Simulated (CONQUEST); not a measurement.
# Si2Mo in CONQUEST: convergence with k mesh

Input of the first run (k mesh 1 × 1 × 1); the others differ in this setting and in those tied to it:

The input Conquest_input:

```
IO.Title Si2Mo
IO.Coordinates coords.dat
IO.FractionalAtomicCoords T
IO.Iprint 2
IO.Iprint_init 1
General.NumberOfSpecies 2
General.PseudopotentialType hamann
AtomMove.TypeOfRun static
AtomMove.FullStress T
Grid.GridCutoff 120
DM.SolutionMethod diagon
Diag.MPMesh T
Diag.GammaCentred T
Diag.MPMeshX 1
Diag.MPMeshY 1
Diag.MPMeshZ 1
Diag.kT 0.00183747
minE.SCTolerance 1e-6
SC.MaxIters 100
IO.AtomChargeOutput T
%block ChemicalSpeciesLabel
1 95.940 Mo
2 28.090 Si
%endblock
```

coords.dat

```
    6.0471235988     0.0000000000     0.0000000000
    0.0000000000     6.0471235988     0.0000000000
    0.0000000000     0.0000000000    14.8551370657
6
  0.0038425000   0.0031695000   0.0004405000 1 T T T
  0.5038425000   0.5031695000   0.5004405000 1 T T T
  0.4955100000   0.5089070000   0.1659290000 2 T T T
  0.9955100000   0.0089070000   0.6659290000 2 T T T
  0.4980135000   0.4972005000   0.8324345000 2 T T T
  0.9980135000   0.9972005000   0.3324345000 2 T T T
```

Potentials or basis: PseudoDojo NC PBE, SZP, grid cutoff 120 Ha.

Run with:

```bash
$ OMP_NUM_THREADS=1 Conquest
```

The cell isn't the ideal one: atoms moved at random.

Hardware: 1 thread of AMD EPYC 7B13 (Zen 3), with other jobs on the host.

```csv
k mesh,"energy less the tightest run, at zero smearing (meV/atom)",pressure (GPa),largest force (eV/Å),gap on the mesh (eV),SCF cycles,CPU time (s),peak memory (GiB)
1 × 1 × 1,2421.73,32.31,4.883,0.672,7,35,0.72
2 × 2 × 1,185.22,14.04,0.454,0.693,9,37,0.72
3 × 3 × 1,79.53,12.25,0.324,0.626,8,36,0.72
4 × 4 × 2,20.49,10.10,0.327,0.000,8,43,0.72
5 × 5 × 2,3.90,9.98,0.367,0.000,7,43,0.72
6 × 6 × 3,-1.95,9.86,0.413,0.000,7,53,0.72
7 × 7 × 3,-1.53,9.88,0.435,0.000,7,53,0.72
8 × 8 × 4,-1.30,9.88,0.441,0.000,7,82,0.72
10 × 10 × 4,-0.12,9.91,0.446,0.000,7,110,0.72
12 × 12 × 5,0.00,9.90,0.435,0.000,7,150,0.72
```

Against the tightest run, the energy stays within 1 meV/atom from 10 × 10 × 4 on; the pressure stays within 0.1 GPa from 5 × 5 × 2 on; the gap on the mesh stays within 0.01 eV from 4 × 4 × 2 on. Not settled before the last step: the largest force (to 0.005 eV/Å). Meshes of other sizes hit other points, so gaps and Fermi surfaces needn't settle smoothly. The tightest run that finished is the yardstick and may itself not be fully converged.

Caveat, for the tightest run too: the atomic basis is small; the basis of atomic orbitals isn't converged, which shifts pressures, moduli and gaps.
